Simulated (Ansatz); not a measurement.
TiO2 at a changed volume — electric field gradients

The cell is a structure deposited in the COD, relaxed with PBE at fixed cell and then changed (volume scaled by 1.02, ions relaxed).

```cif
data_structure
_symmetry_space_group_name_H-M 'P 1'
_symmetry_Int_Tables_number 1
_cell_length_a 4.6244
_cell_length_b 4.6244
_cell_length_c 2.9786
_cell_angle_alpha 90.000
_cell_angle_beta 90.000
_cell_angle_gamma 90.000
_cell_volume 63.70
loop_
_atom_site_label
_atom_site_type_symbol
_atom_site_fract_x
_atom_site_fract_y
_atom_site_fract_z
_atom_site_occupancy
Ti1 Ti 0.00000 0.00000 0.00000 1
Ti2 Ti 0.50000 0.50000 0.50000 1
O3 O 0.30499 0.30499 0.00000 1
O4 O 0.19501 0.80499 0.50000 1
O5 O 0.69501 0.69501 0.00000 1
O6 O 0.80499 0.19501 0.50000 1
```

Sites (sets of like atoms) are named by element and the number of their first atom in this list.

Computed with Ansatz: DFT, PBE, plane waves and PAW, scalar-relativistic, 420 eV cutoff, Γ-centred 7×7×10 k-points, Fermi–Dirac smearing 0.02 eV.

V_zz is the principal component of the electric field gradient with the largest magnitude, η = (V_xx − V_yy)/V_zz and C_Q = eQV_zz/h. ν_Q = 3|C_Q|/[2I(2I − 1)].

47Ti: I = 5/2, Q = 302.0 mb; O-17: I = 5/2, Q = -25.58 mb. Q values from Pyykkö, Mol. Phys. 116, 1328 (2018).

```
site  atoms (order as listed)          first shell  C_Q (MHz)     η  ν_Q (MHz)
  Ti                     1, 2   6 O at 1.96–1.99 Å      -16.2  0.28       2.42
   O               3, 4, 5, 6  3 Ti at 1.96–1.99 Å      -1.52  0.98      0.228
```

Where η is near 1 the sign of V_zz means little.
